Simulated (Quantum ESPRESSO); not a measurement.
## Predicting one run from its neighbours: the pressure against the volume, InN (P6_3mc, 8 atoms in the cell)

```
CELL_PARAMETERS angstrom
      3.55034     0.00000     0.00000
     -1.77517     3.07468     0.00000
      0.00000     0.00000    11.62289
ATOMIC_POSITIONS crystal
  In 0.00000 0.00000 0.00000
  In 0.00000 0.00000 0.50000
  In 0.66667 0.33333 0.75018
  In 0.33333 0.66667 0.25018
  N  0.00000 0.00000 0.81216
  N  0.00000 0.00000 0.31216
  N  0.66667 0.33333 0.56329
  N  0.33333 0.66667 0.06329
```

Method of the run: PBE, GBRV 1.5 ultrasoft (PBE) pseudopotentials (plane waves; Quantum ESPRESSO).

Base settings: ecutwfc = 40 Ry; ecutrho = 200 Ry; occupations = smearing; smearing = mp; degauss = 0.0073499 Ry; potentials = {In: in_pbe_v1.4.uspp.F.UPF, N: n_pbe_v1.2.uspp.F.UPF}; K_POINTS = automatic 11 11 3 0 0 0; conv_thr = 1e-10 Ry.

The starting cell was generated: these elements placed on a structure prototype, without a prior relaxation; it need not be a known phase or ordering of this composition. Its lattice was rescaled by a random factor within 2.5 % of one. The run gives no clean gap (levels at the Fermi energy touch, overlap or are partly filled at this smearing), which alone does not show that the compound is a metal.

Murnaghan's equation with B′ set to 4 (a common value, assumed and not fitted) makes the pressure a straight line in x = (V₁/V)⁴, here with V₁ = 15.860 Å³/atom: P = a + b·x. The rows are the cell shown with its lattice scaled (for instance lattice scaled by 0.97, lattice scaled by 0.985, lattice scaled by 1.015, lattice scaled by 1.03); fractional positions and shape were held. Pulay stress at this cutoff, if any, shifts all pressures roughly alike and V₀ with them.

| volume (Å³/atom) | (V₁/V)⁴ | pressure (GPa) |
|---|---|---|
| 17.330 | 0.7015 | -8.84 |
| 16.584 | 0.8365 | ? |
| 15.860 | 1.0000 | 0.26 |
| 15.157 | 1.1988 | 6.62 |
| 14.475 | 1.4412 | 14.50 |

Question: Fit the line to the 4 rows given and predict the withheld one.

Answer: Means: x̄ = 1.0854, ȳ = 3.1350. Σ(x − x̄)(y − ȳ) = 9.282 and Σ(x − x̄)² = 0.2941, so b = 31.56 and a = ȳ − b·x̄ = -31.120; P = 0 at x₀ = −a/b = 0.9861, so V₀ = V₁·x₀^(−1/4) = 15.92 Å³/atom and B₀ = 4·b·x₀ = 124 GPa (for B′ = 4 and held positions). The largest residual of the fitted rows is 0.18. At x = 0.8365 the line gives -4.72 GPa. The run gave -4.83 GPa, a miss of 0.11 GPa. The rows were chosen because the form fits them, the withheld one included, so this shows the method and is no test of the form.

Left out of this page: 5 runs of the series outside the window shown, repeating another row's setting, or not comparable.
